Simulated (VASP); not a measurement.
A run of VASP 6.6.1:

Contents of INCAR:

```
ALGO     = Normal         # electronic algorithm
EDIFF    = 1E-6           # SCF threshold, eV
ENCUT    = 520            # plane-wave cutoff, eV
GGA      = PE             # functional
ISIF     = 2              # what is computed and relaxed
ISMEAR   = -1             # smearing method
LASPH    = True           # aspherical terms in the spheres
LCHARG   = True           # write CHGCAR
LELF     = True           # ELF
LREAL    = False          # projectors in reciprocal space
LVHAR    = True         
LWAVE    = False          # write WAVECAR
NBANDS   = 10             # bands
NELM     = 100            # most SCF steps
PREC     = Accurate       # precision mode
SIGMA    = 0.04           # smearing width, eV
```

File KPOINTS:

```
k-points
0
Gamma
  5 5 5
```

POSCAR

```
Rb
1.0
   -2.9545118615      2.9545118615      2.7308451955
    2.9545118615     -2.9545118615      2.7308451955
    2.9545118615      2.9545118615     -2.7308451955
Rb
1
Direct
    0.0000000000      0.0000000000      0.0000000000
```

Potentials or basis: VASP PAW PBE potentials, release 64 (Rb_sv).

Run with:

```bash
$ cat potpaw_PBE.64/Rb_sv/POTCAR > POTCAR
$ mpirun -np 1 vasp_std > vasp.out
```

Hardware: 1 thread of Intel(R) Xeon(R) Platinum 8488C (Sapphire Rapids), with other jobs on the host.

**Question.** Estimate the wall time of this run.

**Answer.** It took 26 s on 1 thread of Intel(R) Xeon(R) Platinum 8488C (Sapphire Rapids), with other jobs on the host, peak memory 0.23 GiB. Counts: scf iterations 10, k points 18.
